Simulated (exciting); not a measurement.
The system is Cd.

```
CELL_PARAMETERS angstrom
1.60803 0.92840 2.44929
-1.60803 0.92840 2.44929
0.00000 -1.85679 2.44929
ATOMIC_POSITIONS crystal
Cd 0.00000 0.00000 0.00000
```

This isn't the form of Cd at room conditions, which is hcp.

```yaml
Program: exciting (release sodium)
Task: single point
Functional: PBE
Potentials_or_basis: all-electron LAPW+lo, shipped species files, valence relativity iora*
rgkmax: 8
k_mesh: 10 × 10 × 10
Occupations: fermi-dirac, width 0.05 eV
Spin: no spin polarisation
gmaxvr_cutoff_of_density_and_potential: 14 1/bohr
lmaxapw_and_lmaxmat: 10
lmaxvr: 8
nempty: 8
Valence_relativity: iora*
epsengy: 1e-06 Ha
epspot: 1e-06 Ha
maxscl: 80
Muffin-tin_radii: Cd 2.29 bohr
```

On this cell: band gap on the k mesh none (metal or under the smearing width).

The same run follows on a disturbed copy (cell strained at random at fixed volume):

```
Cd
1.0
     1.57901    0.90449    2.38531
    -1.65999    0.89892    2.44059
    -0.04532   -1.89348    2.44709
Cd
1
Cartesian
  -0.0006 -0.0227 0.0274
```

Question: What does the disturbed cell give?

Answer: The energy (extrapolated to zero smearing) moves by +4.5 meV/atom; band gap on the k mesh none (metal or under the smearing width).

Caveats: rgkmax is low for these elements, so energy differences scatter by about 1 meV per atom; the free energy is that total less TS from the occupations.
